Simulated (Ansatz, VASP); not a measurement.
# B: VASP beside Ansatz

The input INCAR:

```
SYSTEM = B
  PREC = Accurate
  ENCUT = 600
  EDIFF = 1E-7
  ISMEAR = 0
  SIGMA = 0.1
  LREAL = .False.
  LASPH = .True.
  NELM = 100
  ALGO = Normal
  ISIF = 3
  LWAVE = .False.
  LCHARG = .False.
  GGA = PE
  IBRION = 2
  NSW = 90
  EDIFFG = -0.04
```

KPOINTS

```
Automatic mesh
0
Gamma
  4 4 6
  0 0 0
```

The input POSCAR:

```
B
1.0
    4.3928394800      0.0000000000      0.0000000000
    0.0000000000      4.3928394800      0.0000000000
    0.0000000000      0.0000000000      2.9666095200
B
8
Direct
    0.9304124400      0.4206246800      0.1610747100
    0.0695875600      0.5793753200      0.6610747100
    0.5793753200      0.9304124400      0.9110747100
    0.4206246800      0.0695875600      0.4110747100
    0.1368851100      0.2049938400      0.7795018800
    0.8631148900      0.7950061600      0.2795018800
    0.7950061600      0.1368851100      0.5295018800
    0.2049938400      0.8631148900      0.0295018800
```

Input for Ansatz:

```yaml
crystal:
  lattice:
    - [4.39283948, 0.0, 0.0]
    - [0.0, 4.39283948, 0.0]
    - [0.0, 0.0, 2.96660952]
  atoms:
    - { symbol: B, position: [0.93041244, 0.42062468, 0.16107471] }
    - { symbol: B, position: [0.06958756, 0.57937532, 0.66107471] }
    - { symbol: B, position: [0.57937532, 0.93041244, 0.91107471] }
    - { symbol: B, position: [0.42062468, 0.06958756, 0.41107471] }
    - { symbol: B, position: [0.13688511, 0.20499384, 0.77950188] }
    - { symbol: B, position: [0.86311489, 0.79500616, 0.27950188] }
    - { symbol: B, position: [0.79500616, 0.13688511, 0.52950188] }
    - { symbol: B, position: [0.20499384, 0.86311489, 0.02950188] }
basis:
  ecutwfc: 420
kpoints:
  mp_grid: { grid: [4, 4, 6] }
hamiltonian:
  xc: pbe
scf:
  occupations: { method: gaussian, width: 0.1 }
  lower_state_search: "off"
output:
  forces: true
  stress: true
  eigenvalues: true
relax:
  adjacent_minimum: "off"
  f_tol: 0.04
  max_steps: 70
  cell: { stress_tol: 0.4 }
```

Alike in both runs: task relaxation of cell and atoms; functional PBE; k mesh 4 × 4 × 6; occupations gaussian, width 0.1 eV; no spin polarisation.

|  | VASP | Ansatz |
| --- | --- | --- |
| version | VASP 6.6.1 | Ansatz 0.2.0 |
| potentials or method | VASP PAW PBE potentials, release 64 (B) | scalar-relativistic, plane waves, PAW |
| plane-wave cutoff (eV) | 600 | 420 |
| valence electrons in the cell | 24 | 24 |

|  | VASP | Ansatz | Ansatz less VASP |
| --- | --- | --- | --- |
| gap on the k mesh at the Fermi level, each at its own relaxed structure (eV) | none | none | - |
| relaxed volume (Å³/atom) | 7.92 | 7.91 | -0.013 |
| relaxed cell length with the largest relative difference (Å) | 3.019 | 3.017 | -0.0023 |
| energy change over the relaxation (meV/atom) | -618 | -618 | 0.0 |

A gap of «none» marks a metal or a gap that the smearing closes.
